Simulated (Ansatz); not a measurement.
**TaN: what symmetry allows forces and stress to be**

```
CELL_PARAMETERS angstrom
0.00000 2.17900 2.17900
2.17900 0.00000 2.17900
2.17900 2.17900 0.00000
ATOMIC_POSITIONS crystal
Ta 0.50000 0.50000 0.50000
N 0.01033 0.01033 0.98967
```

Theory: DFT PBE, scalar-relativistic, plane waves, PAW (Ansatz 0.2.0).

Plane waves to 420 eV, a k mesh through Γ of 14×14×14 on the computed 2-atom cell and Gaussian smearing (0.10 eV); no spin polarisation.

This distorted cell has space group I4mm, with 8 operations.

Q: Without a calculation: in which directions can each atom feel a force?

A: A force must be left unchanged by every operation that keeps its atom in place, so it lies in the space that those operations leave fixed. Atoms that the group maps onto each other feel forces of one size.
```
atom site symmetry operations at the site equivalent to atom allowed force (Cartesian)
 Ta1            4mm                       8                   1   along (0.00, 0.00, 1.00)
  N2            4mm                       8                   2   along (0.00, 0.00, 1.00)
```

That leaves 2 independent force components of 6, tied by 1 condition that the forces sum to zero, so 1 remains. A relaxation in this cell that keeps the symmetry moves the atoms in these directions alone.

Q: And the stress tensor?

A: It must be invariant under the point group, which leaves 2 independent components: yz, xz, xy vanish; xx = yy.

Q: Do the computed values obey this?

A: Yes. Forces (eV/Å):
```
Ta1  0.000  0.000  0.407
N2   0.000  0.000 -0.407
```

Stress (GPa, compression positive, xx yy zz yz xz xy): 14.54 14.54 15.69 0.00 0.00 0.00. The program imposes the same operations on density, forces and stress, so this confirms the analysis and is no independent test of the calculation.

Spin–orbit coupling is left out, which can shift energies with elements as heavy as these.

This rock-salt form isn't the usual stable structure of the compound.